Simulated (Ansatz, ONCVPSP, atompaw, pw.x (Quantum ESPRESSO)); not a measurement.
**Which Zr potential is closest to all-electron in the bcc crystal?**

All use PBE, scalar-relativistic, no spin, cutoffs from each file’s atomic test, pw.x 7.5; 13³ k-points, Fermi–Dirac smearing 0.01 Ry. Δ is the rms difference from all-electron LAPW of the E(V) curves that follow from fits to the pressures, over ±6 % in volume. Mesh and smearing are coarse and serve the comparison alone. The files are a selection: those with a ghost or negative overlap were mostly not run, and those with noisy or unconverged pressures or nearly equal Δ are left out.

All-electron: a0 = 3.582 Å (V0 = 22.98 Å³/atom), B0 = 86.4 GPa.

Q: Rank them by Δ, smallest first.
A. optimised norm-conserving Vanderbilt (ONCV), ONCVPSP 4.0.1.1 (patched build), PBE; core [Ar] 3d10, reference 4s2 4p6 4d2 5s2; waves: 4s+5s: rc 2.20 bohr, ncon 3, nbas 6, qcut 4.6 1/bohr, 2 projectors; 4p: rc 1.75 bohr, ncon 3, nbas 7, qcut 6.7 1/bohr, 2 projectors, debl 3.2 Ha; 4d: rc 2.15 bohr, ncon 3, nbas 7, qcut 6.9 1/bohr, 2 projectors, debl 2.7 Ha; local part: polynomial inside 1.25 bohr (lpopt 5, dvloc0 3 Ha); core correction: Teter function fitted to the true core (icmod 2), fcfact 0.6.
B. PAW, atompaw 4.2.0.5, PBE; core [Ar] 3d10, reference 4s2 4p6 4d3 5s1 5p0; waves: 4s (bound): rc 2.25 bohr; 5s (bound): rc 2.65 bohr; 4p (bound): rc 1.70 bohr; 5p (bound, empty): rc 2.65 bohr; 4d (bound): rc 2.65 bohr; 4d channel at 0.3 Ry: rc 1.85 bohr; local part: ultrasoft scheme with l = 3 at 0.5 Ry, radius 2.65 bohr; core correction: smooth core density matched at 2.25 bohr; augmentation: besselshape compensation charge, radius 2.40 bohr; PAW radius 2.65 bohr; waves and projectors: custom polynom gramschmidtortho.
C. optimised norm-conserving Vanderbilt (ONCV), ONCVPSP 4.0.1.1 (patched build), PBE; core [Kr], reference 4d2 5s2; waves: 5s: rc 2.85 bohr, ncon 5, nbas 8, qcut 2.3 1/bohr, 2 projectors, debl 1.2 Ha; p scattering state at 0.34 Ha: rc 2.75 bohr, ncon 3, nbas 6, qcut 3.4 1/bohr, 2 projectors, debl 2.6 Ha; 4d: rc 1.85 bohr, ncon 4, nbas 8, qcut 5.2 1/bohr, local; local part: the d channel; core correction: none. In the p channel the program set the typed energies aside and used 0.050, 2.650 Ha.

A: A (0.5 meV/atom), C (1.4 meV/atom), B (2.0 meV/atom).
